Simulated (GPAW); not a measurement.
Wanted: an ASE script for a GPAW 26.7.0 run.

- Task: optical spectrum
- Functional: PBE
- Potentials or basis: GPAW PAW data sets (gpaw-data 1.2.1)
- Cutoff: 500 eV
- Basis: pw
- k mesh: 10 × 10 × 10
- Occupations: fermi-dirac, width 0.05 eV
- Spin: no spin polarisation
- Eta: 0.1 eV
- Response ecut: 50 eV
- Scissors: 0 eV
- Kernel: RPA
- Maxiter: 150
- Response k mesh: 30 × 30 × 30
- Domega0: 0.05 eV
- Omega2: 10 eV
- Response bands: 18
- Directions: ["x"]
- Intraband: yes

The structure of Pd lies in POSCAR:

```
Pd
1.0
   -1.5722810000      1.5722810000      1.5722810000
    1.5722810000     -1.5722810000      1.5722810000
    1.5722810000      1.5722810000     -1.5722810000
Pd
1
Direct
    0.0000000000      0.0000000000      0.0000000000
```

This isn't the form of Pd at room conditions, which is fcc.

One way to write it, as run:

run.py

```python
from ase.dft.bandgap import bandgap
from ase.io import read, write
from gpaw import GPAW, PW
from gpaw.response.df import DielectricFunction

atoms = read('POSCAR')

calc = GPAW(mode=PW(500),
            xc='PBE',
            kpts={'size': (10, 10, 10), 'gamma': True},
            occupations={'name': 'fermi-dirac', 'width': 0.05},
            nbands=17,
            convergence={'density': 1e-06},
            maxiter=150,
            txt='gpaw.txt')
atoms.calc = calc
energy = atoms.get_potential_energy()
calc.write('gs.gpw')
write('result.traj', atoms)
print(f'Energy: {energy:.6f} eV')
print('Fermi level:', round(calc.get_fermi_level(), 4), 'eV')
print(f'Gap: {bandgap(calc)[0]:.4f} eV, direct: {bandgap(calc, direct=True)[0]:.4f} eV')

dense = calc.fixed_density(kpts={'size': (30, 30, 30), 'gamma': True},
                           nbands=24, convergence={'bands': 18, 'eigenstates': 1e-7},
                           update_fermi_level=True, txt='dense.txt')
dense.write('dense.gpw', mode='all')

df = DielectricFunction('dense.gpw', frequencies={'type': 'nonlinear', 'domega0': 0.05, 'omega2': 10},
                        eta=0.1, ecut=50, nbands=18, rate='eta', txt='df.txt')
for direction in ['x']:
    df.get_dielectric_function(xc='RPA', direction=direction, filename=f'df_{direction}.csv')
```

Potentials or basis: GPAW PAW data sets (gpaw-data 1.2.1), pw.

Run with:

```console
$ OMP_NUM_THREADS=1 python run.py
```

It gave:

```
Band gap on the k mesh : none (metal or under the smearing width)
```

Caveat: the intraband term hangs on this k mesh; the long-wavelength limit can be off by several per cent where d states take part; independent-particle spectra lack excitons.

It took 2.3 min on 1 thread of Arm Neoverse V1, with other jobs on the host, peak memory 0.43 GiB.
